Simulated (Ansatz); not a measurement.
# NbSi2 (database structure): how the settings move a single-point run

Question: which choices in the input matter for NbSi2 (database structure)?

Computed with Ansatz 0.2.0 (reference: DFT PBE, plane waves, PAW, scalar-relativistic, no spin polarisation, unless a step's input says otherwise).

**1. The structure to begin with**

It takes space group P6_422 (No. 181, hexagonal). The conventional cell has a = 4.823 Å, b = 4.823 Å, c = 6.629 Å, α = 90.00°, β = 90.00°, γ = 120.00°. Si (site symmetry 2) is surrounded by 5 Nb at 2.61 to 2.79 Å and 2 Si at 2.61 Å. Nb (site symmetry 222) is surrounded by 10 Si at 2.61 to 2.79 Å.

As a file:

```
Si Nb
1.0
     4.82309    0.00000    0.00000
    -2.41154    4.17692    0.00000
     0.00000    0.00000    6.62898
Si Nb
6 3
Direct
  0.16700 0.33400 0.00000
  0.83300 0.16700 0.66667
  0.66600 0.83300 0.33333
  0.83300 0.66600 0.00000
  0.16700 0.83300 0.66667
  0.33400 0.16700 0.33333
  0.50000 0.00000 0.00000
  0.50000 0.50000 0.66667
  0.00000 0.50000 0.33333
```

**2. Reference**

input.yaml

```yaml
crystal:
  lattice:
    - [4.823086, 0.0, 0.0]
    - [-2.411543, 4.176919, 0.0]
    - [0.0, 0.0, 6.628977]
  atoms:
    - { symbol: Si, position: [0.167, 0.334, 0.0] }
    - { symbol: Si, position: [0.833, 0.167, 0.66667] }
    - { symbol: Si, position: [0.666, 0.833, 0.33333] }
    - { symbol: Si, position: [0.833, 0.666, 0.0] }
    - { symbol: Si, position: [0.167, 0.833, 0.66667] }
    - { symbol: Si, position: [0.334, 0.167, 0.33333] }
    - { symbol: Nb, position: [0.5, 0.0, 0.0] }
    - { symbol: Nb, position: [0.5, 0.5, 0.66667] }
    - { symbol: Nb, position: [0.0, 0.5, 0.33333] }
  symmetry: { tolerance: 0.0003 }
kpoints:
  mp_grid: { grid: [4, 4, 3], shift: [0, 0, 0] }
magnetization:
  spin_polarized: false
scf:
  occupations: { method: fermi_dirac }
hamiltonian:
  pseudopotentials: { kind: paw }
  xc: pbe
basis:
  ecutwfc: 420
output:
  forces: true
  stress: true
  eigenvalues: true
  write_density: true
  write_potential: true
  elf: true
  volumetric_format: npy
```

Started as:

```console
ansatz run input.yaml --threads 1 --pin off --max-ram 2560MiB --backend cpu --events-out ev --progress --plain --runs-dir out
```

**3. Variant: xc rpbe**

Changes to input.yaml since step 2:

```diff
@@ -24,3 +24,3 @@
   pseudopotentials: { kind: paw }
-  xc: pbe
+  xc: rpbe
 basis:
@@ -31,5 +31 @@
   eigenvalues: true
-  write_density: true
-  write_potential: true
-  elf: true
-  volumetric_format: npy
```

**4. Changing settings: scf.algorithm direct_min**

Changes to input.yaml since step 2:

```diff
@@ -22,2 +22,3 @@
   occupations: { method: fermi_dirac }
+  algorithm: direct_min
 hamiltonian:
@@ -31,5 +32 @@
   eigenvalues: true
-  write_density: true
-  write_potential: true
-  elf: true
-  volumetric_format: npy
```

**5. Variant: dispersion d3bj, xc_grid 4**

Changes to input.yaml since step 2:

```diff
@@ -25,4 +25,6 @@
   xc: pbe
+  dispersion: d3bj
 basis:
   ecutwfc: 420
+  xc_grid: 4
 output:
@@ -31,5 +33 @@
   eigenvalues: true
-  write_density: true
-  write_potential: true
-  elf: true
-  volumetric_format: npy
```

**6. The same system, input altered**

Changes to input.yaml since step 2:

```diff
@@ -22,2 +22,4 @@
   occupations: { method: fermi_dirac }
+  convergence: { dr2_threshold: 1.0e-20 }
+  max_iter: 100
 hamiltonian:
@@ -31,5 +33 @@
   eigenvalues: true
-  write_density: true
-  write_potential: true
-  elf: true
-  volumetric_format: npy
```

(Steps that only read results are left out.)

What does the calculation give? Wanted: for each run, ending; energy change; pressure; gap; force.

As calculated:

| run | ending | energy change | pressure (GPa) | gap (eV) | force (eV/Å) | cycles | time |
| --- | --- | --- | --- | --- | --- | --- | --- |
| reference | converged | 0 | -0.7 | 0.00 | 0.68 | 6 | 4.1 s |
| 1: xc rpbe | converged | not comparable | 1.6 | 0.00 | 0.70 | 6 | 3.5 s |
| 2: scf.algorithm direct_min | converged | 0.0 meV/atom | -0.7 | 0.00 | 0.68 | 6 | 12 s |
| 3: dispersion d3bj, xc_grid 4 | converged | -560.1 meV/atom (offset of the dispersion model) | -6.9 | 0.00 | 0.68 | 6 | 4.1 s |
| 4: dr2_threshold 1.0e-20 | converged | 0.0 meV/atom | -0.7 | 0.00 | 0.68 | 15 | 5.2 s |

Times don't compare one to one where runs were asked for different outputs or read a saved state (see the inputs); cycles may leave out searches for a lower state.

Residual by cycle in the longest SCF loop of each run; runs are numbered as in the table. The quantity is the density residual dr2, in eV.

| cycle | reference | run 1 | run 2 | run 3 | run 4 |
| --- | --- | --- | --- | --- | --- |
| 1 | 0.0171 | 0.0362 | 0.0156 | 0.0171 | 0.0171 |
| 2 | 0.00513 | 0.00943 | 0.00379 | 0.00513 | 0.00513 |
| 4 | 1.3e-5 | 8.3e-6 | 1.3e-5 | 1.3e-5 | 1.3e-5 |
| 5 | 3.5e-7 | 3.5e-7 | 1.2e-6 | 3.3e-7 | 3.5e-7 |
| 6 | 6.3e-9 | 6.9e-9 | 2.0e-8 | 6.3e-9 | 6.2e-9 |
| 7 | - | - | - | - | 1.3e-10 |
| 9 | - | - | - | - | 4.1e-14 |
| 10 | - | - | - | - | 1.4e-15 |
| 11 | - | - | - | - | 4.2e-17 |
| 12 | - | - | - | - | 1.1e-18 |
| 14 | - | - | - | - | 1.0e-20 |
| 15 | - | - | - | - | 7.2e-22 |

**Reading.** Of the converged runs whose energies compare with the reference's, none moves it noticeably. Of the variants the dearest is «scf.algorithm direct_min» (12 s), the cheapest «xc rpbe» (3.5 s), on a shared host.

The reference has limits of its own: it is run without spin, though an odd electron count or open d shells could carry moments; its mesh is coarse for a cell with so small a gap or none.
